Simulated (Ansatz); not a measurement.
Free-standing chains of the atoms of MgS, named by their start (strip: triangular double chain, ladder: square double chain); atoms and period are relaxed, and energies count from relaxed bulk MgS (Fm-3m, 17.88 Å³/atom, gap on the mesh 2.76 eV).

All numbers below come from DFT PBE, scalar-relativistic, plane waves, PAW (Ansatz).

Cutoff 420 eV, Gaussian smearing of 0.05 eV, energies at zero smearing, symmetry of each start kept, collinear spin where a moment is listed.

```
          start atoms k mesh excess energy (eV per host atom) period (Å) gap on the mesh (eV) highest filled level or Fermi level under vacuum (eV)
   linear chain      2  1×1×14                             1.050       4.458                  2.82                                                   5.66
dimerised chain      2  1×1×14                             1.050       4.456                  2.83                                                   5.66
   zigzag chain      2  1×1×15                             1.045       4.381                  2.81                                                   5.58
   ladder chain      4  1×1×14                             0.568       4.555                  3.38                                                      -
   strip chain*      2  1×1×26                             1.045       4.383                  2.82                                                   5.58
```

Zero in every row: size of the moment (μB per cell).

* ends far from its start.

An odd mesh misses points on the zone edge, so a gap read on it can be too wide.

Each run keeps its start's symmetry and one magnetic start, so lower states can exist. Rows stand on unlike meshes and boxes, so starts that end alike can differ by a few hundredths of an eV per atom.

Cost: 5 runs of about 4.5 core-minutes in all, on AMD EPYC 9R45 (Zen 5) (shared hosts).